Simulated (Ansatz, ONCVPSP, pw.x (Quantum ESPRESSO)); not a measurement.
## platinum (sc): variants of one ONCV potential in the solid

platinum (Pt), optimised norm-conserving Vanderbilt (ONCV), made with ONCVPSP 4.0.1 (PBE, scalar-relativistic). Core [Kr] 4d10 4f14, reference 5s2 5p6 5d9 6s1. Waves: 5s+6s: rc 1.75 bohr, ncon 3, nbas 6, qcut 7.5 1/bohr, 2 projectors; 5p: rc 1.75 bohr, ncon 5, nbas 9, qcut 7 1/bohr, 1 projector; 5d: rc 1.75 bohr, ncon 3, nbas 7, qcut 7.3 1/bohr, local; f scattering state at 0.29 Ha: rc 2.30 bohr, ncon 5, nbas 8, qcut 4.2 1/bohr, 1 projector. Local part: the d channel. Core correction: none.

Crystal test: sc Pt in pw.x 7.5, no spin, 12³ k-points, Fermi–Dirac smearing 0.01 Ry, cutoffs set for each file from its atomic test. The reference is all-electron LAPW (Ansatz 0.2.0) with the same functional, mesh and smearing; V0 and B0 come from Birch–Murnaghan fits to the pressures at five volumes. Errors are pseudo minus all-electron; Δ is the rms difference of the E(V) curves that follow from these fits, minima aligned, over ±6 % about the mean V0. Mesh and smearing are coarse, so the numbers serve the comparison and aren't converged zero-temperature values; the lattice is a test structure that the element need not adopt.

All-electron: a0 = 2.626 Å (V0 = 18.11 Å³/atom), B0 = 184.3 GPa.

2 further variants are left out: they gave no file fit for a test, a broken result, the same result as the base, or pressures whose basis-set error rivals the error shown.

```json
{"change": "base", "cutoffs (Ry)": "55/220", "pw.x": "converged", "a0 (Å)": "2.634", "a0 error (%)": "+0.30", "B0 error (%)": "-2.2", "Δ (meV/atom)": "6.6", "mean pressure error (GPa)": "+1.68"}
{"change": "p: rc 1.82", "cutoffs (Ry)": "55/220", "pw.x": "converged", "a0 (Å)": "2.632", "a0 error (%)": "+0.24", "B0 error (%)": "-1.6", "Δ (meV/atom)": "5.2", "mean pressure error (GPa)": "+1.32"}
{"change": "p: rc 2.24", "cutoffs (Ry)": "55/220", "pw.x": "converged", "a0 (Å)": "2.628", "a0 error (%)": "+0.07", "B0 error (%)": "-0.4", "Δ (meV/atom)": "1.5", "mean pressure error (GPa)": "+0.36"}
```

(1) Give the row for: p: rc 2.5.

## Answers

(1) pw.x: converged; mean pressure error (GPa): +2.03; a0 (Å): 2.636; a0 error (%): +0.37; B0 error (%): -2.6; Δ (meV/atom): 8.0.
